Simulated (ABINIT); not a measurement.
Crystal: HfN.

```
Hf N
1.0
     0.00000    2.25600    2.25600
     2.25600    0.00000    2.25600
     2.25600    2.25600    0.00000
Hf N
1 1
Direct
  0.00000 0.00000 0.00000
  0.50000 0.50000 0.50000
```

Base run:

| Property | Result |
| --- | --- |
| Program | ABINIT 10.8.3 (patched build) |
| Functional | PBEsol |
| Potentials or basis | JTH PAW PBE v2.0 |
| Cutoff | 707 eV |
| k mesh | 10 × 10 × 10 |
| Occupations | fermi-dirac, width 0.05 eV |
| Spin | no spin polarisation |

Its results: band gap on the k mesh none (metal or under the smearing width); pressure -3.3 GPa.

Problem. The run is repeated on the same cell with these changes: potentials or basis from JTH PAW PBE v2.0 to PseudoDojo NC SR PBEsol v0.4.1 standard; cutoff from 707 eV to 1143 eV. What comes out?

Solution. Band gap on the k mesh none (metal or under the smearing width); pressure -2.8 GPa.

Caveats: the PAW data sets were made with another functional, which shifts forces and pressure a little (some runs).
